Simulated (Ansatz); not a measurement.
The system is Y.

```xyz
2
Lattice="3.6474 0.0000 0.0000 -1.8237 3.1587 0.0000 0.0000 0.0000 5.7306" Properties=species:S:1:pos:R:3 pbc="T T T"
Y     1.8237    1.0529    4.2980
Y     0.0000    2.1058    1.4326
```

Below is the output of Ansatz 0.2.0 for this cell. Logs are shortened: lines on timing, memory, paths and dates and some standing lists are left out, and cuts for length are marked.

```text
Warning: RAYON_NUM_THREADS=2 ignored (pool sized by the plan → 2); use --threads N
scf.n_extra_bands = 6 over 11 filled bands (N_el = 22.0): the run solves 17 bands
Engine: ansatz 0.2.0, aarch64-unknown-linux-gnu
Pseudopotentials: kind: paw
Pseudopotential: Y, paw, valence charge 11, recommended cutoff 420 eV (normal), Y.paw.azcp
Functional definition: PBEsol
  exchange = pbesol_x
  correlation = pbesol_c
Crystal: 2 atoms, lattice volume = 66.023 Å³
Basis set: ecut = 420 eV, 1267 PW (Γ), exchange–correlation on 50×50×80 points (8 copies of the dense FFT grid, shifted against one another)
Bands: 17, of which v1, the nominal top of the filled ones, is band 11 counted from 1 (10 counted from 0)
Symmetry: 24 space group operations
Space group: P63/mmc (ITA 194), of the structure as read, at distance tolerance 4.0e-5 Å
k-points: 30 of 320
Non-local potential: Y, projectors of the file, l = 0: 3, l = 1: 2, l = 2: 2, l = 3: 1
PAW form: soft (Blöchl's): semilocal exchange-correlation on the pseudo side does not see the compensation charge
PAW frozen core: Y, regenerated for the run's functional, and the local potential with it (the file was generated under x = pbe(κ = 0.804, μ = 0.2195149727645171), c = pbe(β = 0.06672455060314922))
PAW one-centre angular grid: Y, 590 points (default); XC on 64 Gauss nodes
Initial density: superposition of atomic densities (neutral atoms: chi_scale 0, normalization atom), corrected by the library's trained network
Initial wavefunctions: pseudopotential atomic-orbital guess
Functional: x = pbesol(κ = 0.804, μ = 0.12345679012345678), c = pbesol(β = 0.046)
SCF iter   1: F=—  HF=-7590.128104 eV  |F-HF|=—  |Δ(HF+E_count)|=         —  Δρ=2.19e-3  dr2=2.11e-3  ethr=1.77e-3  ⟨swp⟩=5.4  Hψ=2245  notcnv=0
preconditioner: auto → Kerker (q_TF=auto, 2.272 Å⁻¹)  [metal: Δε(μ)=0.045 eV  Ē_g=3.332 eV  σ=0.050 eV  W_gap=0.21  n_scr=22 (ndim 8)  ℏωp=11.2 eV  f_vac=0.000  D(μ)=5.12/eV (n_scr^D=54)]
SCF iter   2: F=—  HF=-7590.127780 eV  |F-HF|=—  |Δ(HF+E_count)|=   3.24e-4  Δρ=1.18e-3  dr2=6.01e-4  ethr=9.57e-6  ⟨swp⟩=2.0  Hψ=1020  notcnv=0
SCF iter   3: F=—  HF=-7590.127782 eV  |F-HF|=—  |Δ(HF+E_count)|=   1.72e-6  Δρ=2.14e-4  dr2=4.20e-5  ethr=2.73e-6  ⟨swp⟩=1.8  Hψ=557  notcnv=0
SCF iter   4: F=—  HF=-7590.127766 eV  |F-HF|=—  |Δ(HF+E_count)|=   1.63e-5  Δρ=6.76e-5  dr2=3.14e-6  ethr=1.91e-7  ⟨swp⟩=2.6  Hψ=738  notcnv=0
iter 5 did not close the SCF: its close was put off for the readings that it lacked (scf_convergence_deferred on its scf_iter line)
SCF iter   5: F=-7590.127765 eV  HF=-7590.127765 eV  |F-HF|=2.85e-8  |Δ(HF+E_count)|=   8.88e-7  Δρ=1.18e-5  dr2=7.26e-8  ethr=1.43e-8  ⟨swp⟩=2.0  Hψ=823  notcnv=0
SCF iter   6: F=-7590.127765 eV  HF=-7590.127765 eV  |F-HF|=1.43e-9  |Δ(HF+E_count)|=   9.85e-9  Δρ=2.68e-6  dr2=3.53e-9  ethr=3.30e-10  ⟨swp⟩=2.6  Hψ=1756  notcnv=0
SCF 1 converged in 6 iterations: F = -7590.127765 eV  dr2 = 3.53e-9
  greatest PAW one-centre occupation: 0.993 electrons in one spin orbital (limit 2), on the Y atom at site 1 (counted from 0), in its partial waves of l = 0
NSCF: frozen V_eff on 129 k-points
SCF converged after 6 iterations
Free energy (F): -7590.127765 eV
Harris-Foulkes:  -7590.127765 eV  (|F-HF|=1.43e-9)
Internal energy: -7590.087369 eV  (E = F + TS)
E sigma→0 (E₀):  -7590.107567 eV
Entropy (-TS):   -0.040395 eV (-20.198 meV/atom)
Fermi energy:    9.151194 eV
--- Per-component energies (eV) ---
  E_band       = -246.518491
  E_kinetic    = 608.133493
  E_local      = -1235.022227  (includes V_loc(G=0)·N_el)
  E_nonlocal   = 103.461931
  E_hartree    = 390.445436
  E_xc         = -342.185959
  E_vxc        = -394.677408  (∫ρ·V_xc dr)
  E_paw        = -5546.868479  (= ΣΔE_a)
  E_vpaw       = -109.303519  (= ΣTr[D̂ρ^β])
  E_aug_tail   = 0.000005  (compensation charges beyond the density's cutoff)
  E_ewald      = -1568.349115
  E_core_change = 0.297546  (= ΣΔE_core)
  E_smearing   = -0.040395  (= −TS)
  E_closure    = -0.000000  (closes the sum)
  Σ components = -7590.127765   (vs F -7590.127765, Δ=0.00e0)
--- Forces (eV/Å), atoms counted from 1 ---
  atom   1  Y     -0.00000000     0.00000000     0.00000000
  atom   2  Y     -0.00000000    -0.00000000    -0.00000000
  max |Σ_I F_I| component: 2.78e-17 eV/Å
--- Stress (GPa, compression-positive) ---
       -1.873365      -0.000000       0.000000
       -0.000000      -1.873365      -0.000000
        0.000000      -0.000000      -2.337676
  P = ⅓ Tr σ = -2.0281 GPa (-20.281 kbar)
--- Band table (eV; the first three rows and the last of 30) ---
  k-point 0: bands = ["-33.4131", "-33.3405", "-13.7187", "-13.2470", "-13.2470", "-13.1586", "-13.1586", "-13.1256", "4.5055", "7.3075", "10.0323", "10.9004", "10.9004", "11.1873", "11.4982", "11.4982", "11.9378"]
  k-point 1: bands = ["-33.4063", "-33.3475", "-13.6650", "-13.2386", "-13.2386", "-13.1854", "-13.1671", "-13.1671", "4.7624", "7.1013", "9.8553", "10.7860", "10.7860", "10.9428", "11.2959", "11.2959", "12.3295"]
  k-point 2: bands = ["-33.3882", "-33.3658", "-13.5215", "-13.3385", "-13.2166", "-13.2166", "-13.1893", "-13.1893", "5.4668", "6.3928", "9.8942", "10.3803", "10.7502", "10.7502", "10.9491", "10.9491", "13.1004"]
  k-point 29: bands = ["-33.3397", "-33.3367", "-13.6129", "-13.5951", "-13.4605", "-13.4062", "-13.2479", "-13.2285", "8.2276", "8.4384", "9.1215", "9.1348", "9.6568", "9.6848", "11.6043", "12.2505", "13.7166"]
```

Write the input and the command behind it.

Band structure with PBEsol, no spin polarisation. The files as run (others can give the same):

input.yaml
```yaml
crystal:
  lattice:
    - [3.6474, 0.0, 0.0]
    - [-1.8237, 3.1587410578, 0.0]
    - [0.0, 0.0, 5.7306]
  atoms:
    - { symbol: "Y", position: [0.6666666667, 0.3333333333, 0.75] }
    - { symbol: "Y", position: [0.3333333333, 0.6666666667, 0.25] }
hamiltonian:
  xc: pbesol
  pseudopotentials: { kind: paw }
kpoints:
  mp_grid: { grid: [8, 8, 5] }
  band_path:
    path:
      - [[0.0, 0.0, 0.0], [0.5, 0.0, 0.0], [0.3333333333, 0.3333333333, 0.0], [0.0, 0.0, 0.0], [0.0, 0.0, 0.5], [0.5, 0.0, 0.5], [0.3333333333, 0.3333333333, 0.5], [0.0, 0.0, 0.5]]
      - [[0.5, 0.0, 0.5], [0.5, 0.0, 0.0]]
      - [[0.3333333333, 0.3333333333, 0.0], [0.3333333333, 0.3333333333, 0.5]]
    npoints: 14
scf:
  occupations: { method: fermi_dirac, width: 0.05 }
  n_extra_bands: 6
output:
  forces: true
  stress: true
  eigenvalues: true
  fatbands: true
```

Potentials or basis: Ansatz PAW.
Command:
```console
$ ansatz run input.yaml --threads 2 --pin off --max-ram 5632MiB --backend cpu --events-out ev --progress --plain --runs-dir out
```

Caveat: the PAW data sets come from PBE, with cores solved anew for the run's functional, which leaves a small shift of forces and pressure.
